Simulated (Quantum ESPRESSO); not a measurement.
# As (Cmce) in Quantum ESPRESSO: a series of runs

Runs on As. Level: LDA. Tasks: single point, equation of state.

All numbers are computed with Quantum ESPRESSO 7.5; they aren't measurements. Logs are shortened: lines on timing, memory, paths and dates and some standing lists are left out, and cuts for length are marked.

### 1 Starting point

The structure is orthorhombic, space group Cmce (No. 64). The conventional cell has a = 3.650 Å, b = 11.000 Å, c = 4.470 Å, α = 90.00°, β = 90.00°, γ = 90.00°. Around As (site symmetry m) lie 3 As at 2.48 to 2.49 Å.

This isn't the form of As at room conditions, which is rhombohedral.

### 2 Single point, LDA, 21.09 Å³/atom

pw.in

```
&CONTROL
  calculation = 'scf'
  prefix = 'pwscf'
  outdir = './tmp'
  pseudo_dir = './pseudo'
  tstress = .true.
  disk_io = 'nowf'
/
&SYSTEM
  ibrav = 0
  nat = 4
  ntyp = 1
  ecutwfc = 45
  ecutrho = 360
  nbnd = 16
  occupations = 'smearing'
  smearing = 'fd'
  degauss = 0.00367493
/
&ELECTRONS
  conv_thr = 8d-10
  electron_maxstep = 120
  mixing_beta = 0.5
/
ATOMIC_SPECIES
As    74.9216 as_lda_v1.uspp.F.UPF
CELL_PARAMETERS angstrom
   1.7877446484   -5.3877235979    0.0000000000
   1.7877446484    5.3877235979    0.0000000000
   0.0000000000    0.0000000000    4.3787499060
ATOMIC_POSITIONS crystal
As     0.3900000000    0.6100000000    0.5600000000
As     0.8900000000    0.1100000000    0.9400000000
As     0.6100000000    0.3900000000    0.4400000000
As     0.1100000000    0.8900000000    0.0600000000
K_POINTS automatic
8 8 6 0 0 0
```

Potentials or basis: GBRV 1.5 LDA.

Started as:

```console
OMP_NUM_THREADS=1 mpirun -n 2 pw.x -nk 2 -in pw.in > pw.out
```

pw.out:

```text
This program is part of the open-source Quantum ESPRESSO suite
     for quantum simulation of materials; please cite
         "P. Giannozzi et al., J. Phys.:Condens. Matter 21 395502 (2009);
         "P. Giannozzi et al., J. Phys.:Condens. Matter 29 465901 (2017);
         "P. Giannozzi et al., J. Chem. Phys. 152 154105 (2020);
     in publications or presentations arising from this work. More details at

     Message from routine setup:
     using ibrav=0 with symmetry is DISCOURAGED, use correct ibrav instead

     K-points division:     npool     =       2
     Subspace diagonalization in iterative solution of the eigenvalue problem:
     a serial algorithm will be used

     G-vector sticks info
     --------------------
     sticks:   dense  smooth     PW     G-vecs:    dense   smooth      PW
     Sum        1981     985    329                65653    23199    4457

     Using Slab Decomposition

     bravais-lattice index     =            0
     lattice parameter (alat)  =      10.7272  a.u.
     unit-cell volume          =     569.2297 (a.u.)^3
     number of atoms/cell      =            4
     number of atomic types    =            1
     number of electrons       =        20.00
     number of Kohn-Sham states=           16
     kinetic-energy cutoff     =      45.0000  Ry
     charge density cutoff     =     360.0000  Ry
     scf convergence threshold =      8.0E-10
     mixing beta               =       0.5000
     number of iterations used =            8  plain     mixing
     Exchange-correlation= SLA  PZ   NOGX NOGC
                           (   1   1   0   0   0   0   0)

     celldm(1)=  10.727188  celldm(2)=   0.000000  celldm(3)=   0.000000
     celldm(4)=   0.000000  celldm(5)=   0.000000  celldm(6)=   0.000000

     crystal axes: (cart. coord. in units of alat)
               a(1) = (   0.314933  -0.949114   0.000000 )
               a(2) = (   0.314933   0.949114   0.000000 )
               a(3) = (   0.000000   0.000000   0.771371 )

     reciprocal axes: (cart. coord. in units 2 pi/alat)
               b(1) = (  1.587638 -0.526807  0.000000 )
               b(2) = (  1.587638  0.526807 -0.000000 )
               b(3) = ( -0.000000  0.000000  1.296394 )

     PseudoPot. # 1 for As read from file:
     as_lda_v1.uspp.F.UPF
     Pseudo is Ultrasoft + core correction, Zval =  5.0
     Generated by new atomic code, or converted to UPF format
     Using radial grid of  875 points,  6 beta functions with:
                l(1) =   0
                l(2) =   0
                l(3) =   1
                l(4) =   1
                l(5) =   2
                l(6) =   2
     Q(r) pseudized with  8 coefficients,  rinner =    1.300   1.300   1.300
                                                       1.300   1.300

     atomic species   valence    mass     pseudopotential
     As                5.00    74.92160     As( 1.00)

      8 Sym. Ops., with inversion, found ( 4 have fractional translation)

   Cartesian axes

     site n.     atom                  positions (alat units)
         1        As     tau(   1) = (   0.3149332   0.2088050   0.4319676  )
         2        As     tau(   2) = (   0.3149332  -0.7403088   0.7250885  )
         3        As     tau(   3) = (   0.3149332  -0.2088050   0.3394031  )
         4        As     tau(   4) = (   0.3149332   0.7403088   0.0462822  )

     number of k points=    84  Fermi-Dirac smearing, width (Ry)=  0.0037
                       cart. coord. in units 2pi/alat
        k(    1) = (   0.0000000   0.0000000   0.0000000), wk =   0.0052083
        k(    2) = (   0.0000000   0.0000000   0.2160656), wk =   0.0104167
        k(    3) = (   0.0000000   0.0000000   0.4321312), wk =   0.0104167
        k(    4) = (   0.0000000   0.0000000  -0.6481968), wk =   0.0052083
        k(    5) = (   0.1984548   0.0658509   0.0000000), wk =   0.0208333
        k(    6) = (   0.1984548   0.0658509   0.2160656), wk =   0.0416667
[... 76 lines left out ...]
        k(   83) = (  -1.5876381   0.0000000   0.4321312), wk =   0.0104167
        k(   84) = (  -1.5876381   0.0000000  -0.6481968), wk =   0.0052083

     Dense  grid:    65653 G-vectors     FFT dimensions: (  72,  72,  50)

     Smooth grid:    23199 G-vectors     FFT dimensions: (  48,  48,  36)

     Initial potential from superposition of free atoms

     starting charge      19.9992, renormalised to      20.0000
     Starting wfcs are   16 randomized atomic wfcs

     Self-consistent Calculation

     iteration #  1     ecut=    45.00 Ry     beta= 0.50
     Davidson diagonalization with overlap
     ethr =  1.00E-02,  avg # of iterations =  2.8

     Threshold (ethr) on eigenvalues was too large:
     Diagonalizing with lowered threshold

     Davidson diagonalization with overlap
     ethr =  1.53E-04,  avg # of iterations =  3.8

     total energy              =    -159.20208049 Ry
     estimated scf accuracy    <       0.02991091 Ry

     iteration #  2     ecut=    45.00 Ry     beta= 0.50
     Davidson diagonalization with overlap
     ethr =  1.50E-04,  avg # of iterations =  1.0

     total energy              =    -159.20150712 Ry
     estimated scf accuracy    <       0.00568836 Ry

     iteration #  3     ecut=    45.00 Ry     beta= 0.50
     Davidson diagonalization with overlap
     ethr =  2.84E-05,  avg # of iterations =  2.9

     total energy              =    -159.20199108 Ry
     estimated scf accuracy    <       0.00009094 Ry
[... 19 lines left out ...]
     total energy              =    -159.20216945 Ry
     estimated scf accuracy    <       0.00000010 Ry

     iteration #  7     ecut=    45.00 Ry     beta= 0.50
     Davidson diagonalization with overlap
     ethr =  5.10E-10,  avg # of iterations =  4.3

     total energy              =    -159.20216950 Ry
     estimated scf accuracy    <          1.9E-09 Ry

     iteration #  8     ecut=    45.00 Ry     beta= 0.50
     Davidson diagonalization with overlap
     ethr =  9.40E-12,  avg # of iterations =  6.4

     End of self-consistent calculation

          k = 0.0000 0.0000 0.0000 (  2907 PWs)   bands (ev):

    -8.0267  -5.0280  -2.2082   0.8446   1.4988   2.7009   4.1220   4.9319
     5.3685   6.2141   9.2883   9.3068   9.8749  10.9165  12.4551  12.9211

          k = 0.0000 0.0000 0.2161 (  2916 PWs)   bands (ev):

    -7.8542  -5.1629  -2.4586   0.5036   1.2721   3.3737   4.2822   5.4402
     5.4665   5.7322   9.3792   9.5503  10.1054  10.3006  11.6427  12.7016

          k = 0.0000 0.0000 0.4321 (  2904 PWs)   bands (ev):

    -7.3525  -5.7289  -2.4764  -0.7238   1.7752   3.7976   4.7183   5.2038
     5.5107   7.1048   8.3854   9.3453   9.4601  10.3273  11.3712  13.0115

          k = 0.0000 0.0000-0.6482 (  2914 PWs)   bands (ev):

    -6.5844  -6.5844  -1.8259  -1.8259   2.6862   2.6862   5.2481   5.2481
     6.7370   6.7370   8.4723   8.4723   9.4398   9.4398  12.6599  12.6599
[... 203 lines left out ...]
    -7.9835  -5.1556  -2.1856   1.0249   1.3972   2.8137   4.0455   4.7917
     5.4839   6.4075   9.1791   9.2667   9.9777  10.8402  12.5830  12.9909

          k = 0.0000-0.1317 0.2161 (  2907 PWs)   bands (ev):

    -7.8122  -5.2540  -2.4887   0.4122   1.4797   3.4558   4.2089   5.5058
     5.5423   5.8258   9.3514   9.5365   9.9198  10.2453  11.7744  12.6854

          k = 0.0000-0.1317 0.4321 (  2902 PWs)   bands (ev):

    -7.3149  -5.7435  -2.5961  -0.8807   2.0784   4.0777   4.6587   5.2027
     5.5624   7.1136   8.3425   9.3817   9.4640  10.4489  11.0343  12.6603

          k = 0.0000-0.1317-0.6482 (  2894 PWs)   bands (ev):

    -6.5597  -6.5597  -1.9842  -1.9842   3.0014   3.0014   5.2277   5.2277
     6.6871   6.6871   8.5498   8.5498   9.5207   9.5207  12.1335  12.1335

          k = 0.7938 0.0000 0.0000 (  2901 PWs)   bands (ev):

    -5.5279  -5.2292  -3.2201  -2.4441   2.8333   3.5669   4.3979   4.8159
     4.8729   5.4001   7.7968   7.8631   8.3150   8.6714   9.9282  11.5672

          k = 0.7938 0.0000 0.2161 (  2904 PWs)   bands (ev):

    -5.4218  -5.1498  -3.1369  -2.4584   2.4074   2.7670   3.6611   3.9249
     5.1694   5.8243   7.9714   8.2604   9.8096   9.8369  10.8169  11.0905

          k = 0.7938 0.0000 0.4321 (  2901 PWs)   bands (ev):

    -5.1651  -4.9877  -2.9450  -2.5572   1.5853   1.8427   2.7780   3.4319
     4.6383   5.5653   9.3019  10.2933  10.6107  11.0861  12.0308  13.0695
[... 68 lines left out ...]
    -7.8669  -5.4591  -2.1283   1.1666   1.4645   3.0474   3.8972   4.6049
     5.7293   6.8819   8.7994   9.0184  10.0708  10.6890  12.8651  13.0269

          k = 0.0000-0.2634 0.2161 (  2905 PWs)   bands (ev):

    -7.6988  -5.4860  -2.5238   0.1477   2.0587   3.6309   4.0665   5.4242
     5.7550   6.3238   9.0227   9.4203   9.5757  10.1504  12.0671  12.3034

          k = 0.0000-0.2634 0.4321 (  2914 PWs)   bands (ev):

    -7.2144  -5.7932  -2.8287  -1.2279   2.8471   4.5406   4.7078   5.2567
     5.6587   7.1463   8.2484   9.3158   9.5103  10.2442  10.7258  11.6892

          k = 0.0000-0.2634-0.6482 (  2888 PWs)   bands (ev):

    -6.4971  -6.4971  -2.3233  -2.3233   3.7991   3.7991   5.1801   5.1801
     6.5645   6.5645   8.7244   8.7244   9.7234   9.7234  10.9312  10.9312

          k = 1.1907 0.0000 0.0000 (  2901 PWs)   bands (ev):

    -7.0165  -5.2182  -3.1213  -0.0004   2.8264   3.1140   3.1473   4.5161
     5.8542   6.4198   7.4608   8.0531   9.7051  10.9838  11.5446  12.5304

          k = 1.1907 0.0000 0.2161 (  2886 PWs)   bands (ev):

    -6.8636  -5.1933  -3.1748  -0.4851   1.7852   3.0142   4.4476   4.6124
     5.7852   6.3804   7.6559   8.4329   9.5828  10.8293  11.7068  12.7276

          k = 1.1907 0.0000 0.4321 (  2901 PWs)   bands (ev):

    -6.4322  -5.3238  -3.1088  -1.5293   1.4452   2.5723   4.4628   5.4644
     5.7513   6.5518   7.7413   9.4863   9.9464  10.5653  11.8130  12.6158
[... 33 lines left out ...]
    -7.5614  -5.7408  -2.5182  -0.1196   2.7372   3.6783   3.9526   5.6164
     5.9401   6.8767   8.0277   9.2775   9.5118  10.0926  11.8381  12.3443

          k =-0.0000-0.3951 0.4321 (  2901 PWs)   bands (ev):

    -7.0945  -5.8710  -2.9966  -1.5490   3.7946   4.4442   4.8950   5.7296
     5.8105   7.2371   8.1055   8.6077   9.5964   9.8817  10.6842  10.9964

          k =-0.0000-0.3951-0.6482 (  2892 PWs)   bands (ev):

    -6.4297  -6.4297  -2.6226  -2.6226   4.7849   4.7849   5.1348   5.1348
     6.3876   6.3876   8.8534   8.8534   9.7456   9.7456   9.9398   9.9398

          k =-1.5876 0.0000 0.0000 (  2878 PWs)   bands (ev):

    -7.6548  -5.9038  -2.0389   0.8643   2.4405   2.6048   3.7356   5.5528
     6.0372   6.8740   7.5591   9.1716   9.8556  10.5214  12.4034  13.2355

          k =-1.5876 0.0000 0.2161 (  2898 PWs)   bands (ev):

    -7.4935  -5.8564  -2.5060  -0.2293   3.1520   3.5205   3.9108   6.0116
     6.0950   6.8066   7.5441   9.2554   9.4820  10.0772  11.5532  12.4581

          k =-1.5876 0.0000 0.4321 (  2896 PWs)   bands (ev):

    -7.0363  -5.9147  -3.0489  -1.6788   4.4085   4.5228   4.6052   5.7538
     6.2535   7.3839   7.9464   8.0310   9.6424   9.9690  10.1273  11.1098

          k =-1.5876 0.0000-0.6482 (  2884 PWs)   bands (ev):

    -6.4001  -6.4001  -2.7388  -2.7388   5.1166   5.1166   5.4051   5.4051
     6.1919   6.1919   8.7828   8.7828   9.3112   9.3112  10.0344  10.0344

     the Fermi energy is     7.3213 ev

!    total energy              =    -159.20216951 Ry
     estimated scf accuracy    <          2.1E-10 Ry
     smearing contrib. (-TS)   =      -0.00029948 Ry
     internal energy E=F+TS    =    -159.20187003 Ry

     The total energy is F=E-TS. E is the sum of the following terms:
     one-electron contribution =      14.67930004 Ry
     hartree contribution      =       3.45308437 Ry
     xc contribution           =    -124.49450539 Ry
     ewald contribution        =     -52.83974905 Ry

     convergence has been achieved in   8 iterations

     Computing stress (Cartesian axis) and pressure

          total   stress  (Ry/bohr**3)                   (kbar)     P=       35.52
   0.00032264   0.00000000   0.00000000           47.46        0.00        0.00
  -0.00000000   0.00024955   0.00000000           -0.00       36.71        0.00
   0.00000000   0.00000000   0.00015214            0.00        0.00       22.38

=------------------------------------------------------------------------------=
   JOB DONE.
=------------------------------------------------------------------------------=
```

Wall time 51 s (2 MPI ranks of Intel Xeon Platinum 8259CL at 2.50GHz (Skylake/Cascade Lake), shared host); peak memory 0.42 GiB.

Results:

* Free energy: -2166.0559 eV
* Pressure: 3.6 GPa
* Band gap on the k mesh: none (metal or under the smearing width)

### 3 Single point, LDA, 21.54 Å³/atom

Edit pw.in of step 2 so:

```diff
@@ -27,5 +27,5 @@
 CELL_PARAMETERS angstrom
-   1.7877446484   -5.3877235979    0.0000000000
-   1.7877446484    5.3877235979    0.0000000000
-   0.0000000000    0.0000000000    4.3787499060
+   1.8003348143   -5.4256665635    0.0000000000
+   1.8003348143    5.4256665635    0.0000000000
+   0.0000000000    0.0000000000    4.4095871889
 ATOMIC_POSITIONS crystal
```

Potentials or basis: GBRV 1.5 LDA.

Started as:

```console
OMP_NUM_THREADS=1 mpirun -n 2 pw.x -nk 2 -in pw.in > pw.out
```

Wall time 53 s (2 MPI ranks of Intel Xeon Platinum 8259CL at 2.50GHz (Skylake/Cascade Lake), shared host); peak memory 0.42 GiB.

Results (log left out):

| Property | Result |
| --- | --- |
| Free energy | -2166.0859 eV |
| Pressure | 1.7 GPa |
| Band gap on the k mesh | none (metal or under the smearing width) |

### 4 Single point, LDA, 21.99 Å³/atom

Edit pw.in of step 3 so:

```diff
@@ -27,5 +27,5 @@
 CELL_PARAMETERS angstrom
-   1.8003348143   -5.4256665635    0.0000000000
-   1.8003348143    5.4256665635    0.0000000000
-   0.0000000000    0.0000000000    4.4095871889
+   1.8127513088   -5.4630861361    0.0000000000
+   1.8127513088    5.4630861361    0.0000000000
+   0.0000000000    0.0000000000    4.4399990961
 ATOMIC_POSITIONS crystal
```

Started as:

```console
OMP_NUM_THREADS=1 mpirun -n 2 pw.x -nk 2 -in pw.in > pw.out
```

It took 53 s on 2 MPI ranks of Intel Xeon Platinum 8259CL at 2.50GHz (Skylake/Cascade Lake), shared host; peak memory 0.42 GiB.

The run converged. Its results:

| Item | Value |
| --- | --- |
| Free energy | -2166.0965 eV |
| Pressure | 0.1 GPa |
| Band gap on the k mesh | none (metal or under the smearing width) |

### 5 Single point, LDA, 22.43 Å³/atom

Edit pw.in of step 4 so:

```diff
@@ -27,5 +27,5 @@
 CELL_PARAMETERS angstrom
-   1.8127513088   -5.4630861361    0.0000000000
-   1.8127513088    5.4630861361    0.0000000000
-   0.0000000000    0.0000000000    4.4399990961
+   1.8250000000   -5.5000000000    0.0000000000
+   1.8250000000    5.5000000000    0.0000000000
+   0.0000000000    0.0000000000    4.4700000000
 ATOMIC_POSITIONS crystal
```

Started as:

```console
OMP_NUM_THREADS=1 mpirun -n 2 pw.x -nk 2 -in pw.in > pw.out
```

It took 56 s on 2 MPI ranks of Intel Xeon Platinum 8259CL at 2.50GHz (Skylake/Cascade Lake), shared host; peak memory 0.44 GiB.

The run converged. Its results:

- Free energy: -2166.0899 eV
- Pressure: -1.3 GPa
- Band gap on the k mesh: none (metal or under the smearing width)

### 6 Single point, LDA, 22.88 Å³/atom

Edit pw.in of step 5 so:

```diff
@@ -27,5 +27,5 @@
 CELL_PARAMETERS angstrom
-   1.8250000000   -5.5000000000    0.0000000000
-   1.8250000000    5.5000000000    0.0000000000
-   0.0000000000    0.0000000000    4.4700000000
+   1.8370864449   -5.5364249026    0.0000000000
+   1.8370864449    5.5364249026    0.0000000000
+   0.0000000000    0.0000000000    4.4996035117
 ATOMIC_POSITIONS crystal
```

Potentials or basis: GBRV 1.5 LDA.

Started as:

```console
OMP_NUM_THREADS=1 mpirun -n 2 pw.x -nk 2 -in pw.in > pw.out
```

Wall time 57 s (2 MPI ranks of Intel Xeon Platinum 8259CL at 2.50GHz (Skylake/Cascade Lake), shared host); peak memory 0.44 GiB.

Results (log left out):

```
Free energy            : -2166.0677 eV
Pressure               : -2.7 GPa
Band gap on the k mesh : 0.04 eV, indirect (least direct gap 0.12 eV)
```

### 7 Single point, LDA, 23.33 Å³/atom

Edit pw.in of step 6 so:

```diff
@@ -27,5 +27,5 @@
 CELL_PARAMETERS angstrom
-   1.8370864449   -5.5364249026    0.0000000000
-   1.8370864449    5.5364249026    0.0000000000
-   0.0000000000    0.0000000000    4.4996035117
+   1.8490159120   -5.5723767210    0.0000000000
+   1.8490159120    5.5723767210    0.0000000000
+   0.0000000000    0.0000000000    4.5288225351
 ATOMIC_POSITIONS crystal
```

Started as:

```console
OMP_NUM_THREADS=1 mpirun -n 2 pw.x -nk 2 -in pw.in > pw.out
```

Wall time 57 s (2 MPI ranks of Intel Xeon Platinum 8259CL at 2.50GHz (Skylake/Cascade Lake), shared host); peak memory 0.44 GiB.

It converged, with:

```yaml
Free_energy: -2166.0315 eV
Pressure: -3.8 GPa
Band_gap_on_the_k_mesh: 0.07 eV, indirect (least direct gap 0.15 eV)
```

### 8 Single point, LDA, 23.78 Å³/atom

Edit pw.in of step 7 so:

```diff
@@ -27,5 +27,5 @@
 CELL_PARAMETERS angstrom
-   1.8490159120   -5.5723767210    0.0000000000
-   1.8490159120    5.5723767210    0.0000000000
-   0.0000000000    0.0000000000    4.5288225351
+   1.8607934009   -5.6078705233    0.0000000000
+   1.8607934009    5.6078705233    0.0000000000
+   0.0000000000    0.0000000000    4.5576693162
 ATOMIC_POSITIONS crystal
```

Started as:

```console
OMP_NUM_THREADS=1 mpirun -n 2 pw.x -nk 2 -in pw.in > pw.out
```

Run time: 58 s. Hardware: 2 MPI ranks of Intel Xeon Platinum 8259CL at 2.50GHz (Skylake/Cascade Lake), shared host; peak memory 0.46 GiB.

Results (log left out):

```
Free energy            : -2165.9827 eV
Pressure               : -4.9 GPa
Band gap on the k mesh : 0.10 eV, indirect (least direct gap 0.17 eV)
```

### 9 Equation of state, LDA

Potentials or basis: GBRV 1.5 LDA.

No new run: the results of the series are fitted here.

Results:

* Equilibrium volume: 22.03 Å³/atom
* Bulk modulus at fixed shape and positions: 75 GPa
* Pressure derivative of the bulk modulus: 4.2

Energy against volume, from the lowest point:
| volume (Å³/atom) | energy (meV/atom) |
| --- | --- |
| 21.088 | 10.16 |
| 21.536 | 2.67 |
| 21.985 | 0.00 |
| 22.434 | 1.65 |
| 22.882 | 7.20 |
| 23.331 | 16.26 |
| 23.780 | 28.46 |

Caveat: the cell was scaled at fixed shape and fractional positions, which overstates the stiffness of a crystal with free parameters, most of all of layers and chains.
